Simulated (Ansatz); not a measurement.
I need a G0W0 quasiparticle calculation of AlN, space group Fm-3m. Use Ansatz's Python interface. Settings: PBE, norm-conserving potentials, the default cutoff (1240 eV here), 4×4×4 k-points, fixed occupations.

```
CELL_PARAMETERS angstrom
0.00000 1.96900 1.96900
1.96900 0.00000 1.96900
1.96900 1.96900 0.00000
ATOMIC_POSITIONS crystal
Al 0.00000 0.00000 0.00000
N 0.50000 0.50000 0.50000
```

Script `gw_aln.py`:
```python
"""One-shot GW for AlN."""

from dataclasses import dataclass

import ansatz as az


@dataclass
class Options:
    kmesh: tuple[int, ...] = (4, 4, 4)
    functional: str = "pbe"
    occupations: str = "fixed"


cfg = Options()

lattice = az.Lattice.of(
    [0.0, 1.969, 1.969],
    [1.969, 0.0, 1.969],
    [1.969, 1.969, 0.0],
)
sites = [
    ("Al", [0.0, 0.0, 0.0]),
    ("N", [0.5, 0.5, 0.5]),
]
structure = az.Crystal(lattice=lattice)
for symbol, position in sites:
    structure = structure.atom(symbol, position)

base = structure.calculation()
base = base.pseudopotentials("nc")
base = base.kpoints(mesh=cfg.kmesh)
base = base.scf(lower_state_search="off")
base = base.accuracy("medium").functional(cfg.functional)
base = base.occupations(cfg.occupations).gw(empty_bands=60, screening_cutoff=100, quasiparticle_bands=("v1", "c1"))
events = []
res = base.session().plan().execute(on_event=events.append, runs_dir="gw_run")
gw = next(e["data"] for e in events if e["event"] == "gw_qp")
top = gw["frontier_bands"]["highest_filled_band"]
print(" k band    E_KS   Sigma_x  Sigma_c     Vxc      Z    E_QP (eV)")
for qp in gw["qp"]:
    print(f"{qp['ik']:2d} {qp['band']:4d} {qp['eps_ks_ev']:7.3f} {qp['sigma_x_ev']:9.3f} {qp['sigma_c_at_ks_ev']:8.3f} {qp['vxc_ev']:8.3f} {qp['z']:6.3f} {qp['e_qp_ev']:8.3f}")
for key, label in (("eps_ks_ev", "Kohn-Sham"), ("e_qp_ev", "G0W0")):
    filled = max(qp[key] for qp in gw["qp"] if qp["band"] <= top)
    empty = min(qp[key] for qp in gw["qp"] if qp["band"] > top)
    print(f"{label} gap on the mesh: {empty - filled:.3f} eV")
print("static dielectric eigenvalues (RPA, this mesh):", [round(e, 3) for e in gw["screening"][0]["eps_tensor_eigenvalues"]])
```

```console
$ python gw_aln.py
DeckWarning: basis.ecutwfc = 1240 eV, auto-derived from the records' recommended cutoffs: set by N (normal level)
 k band    E_KS   Sigma_x  Sigma_c     Vxc      Z    E_QP (eV)
 0    4  12.415   -22.775    3.230  -18.800  0.811   11.813
 0    5  19.263   -12.004   -4.764  -18.245  0.823   20.472
 1    4  11.739   -22.374    3.312  -18.208  0.811   11.048
 1    5  19.969    -9.160   -4.830  -15.193  0.832   20.965
 2    4  11.180   -22.168    3.415  -17.811  0.810   10.421
 2    5  19.030    -8.895   -4.636  -14.591  0.836   19.913
 3    4  10.644   -22.114    3.433  -17.642  0.810    9.806
 3    5  19.822    -5.414   -4.761  -10.989  0.846   20.509
 4    4  10.180   -22.024    3.525  -17.398  0.808    9.293
 4    5  19.429    -7.851   -4.701  -13.619  0.842   20.323
 5    4  11.130   -22.110    3.385  -17.783  0.810   10.370
 5    5  21.356    -8.073   -5.004  -14.270  0.836   22.348
 6    4   9.394   -22.056    3.662  -17.171  0.808    8.413
 6    5  17.525    -5.761   -4.456  -10.916  0.849   18.118
 7    4   8.268   -21.169    3.561  -16.334  0.808    7.247
 7    5  21.338   -10.304   -4.754  -16.677  0.829   22.673
Kohn-Sham gap on the mesh: 5.110 eV
G0W0 gap on the mesh: 6.305 eV
static dielectric eigenvalues (RPA, this mesh): [5.682, 5.682, 5.682]
```
(Warnings from the package without file and line.)

Caveats:
- The settings weren't tested for convergence.
- The k-point mesh is coarse, and energy and stress weren't tested for convergence.
- This is a high-temperature or high-pressure form, not the ambient phase.
- The structure is a deposited one; some such entries were measured under pressure or heat, so a shift against it needn't be the functional's error alone.
- Mesh, empty bands and screening cutoff are small, so the quasiparticle gap isn't converged, and it is read on the mesh points alone. Spin-orbit coupling is left out, which matters for heavy elements.
- Timing: 4.8 s on 1 thread of Arm Neoverse V2 (shared host), peak memory 0.31 GiB.

(Lines on the test bed's own set-up are left out of the output.)
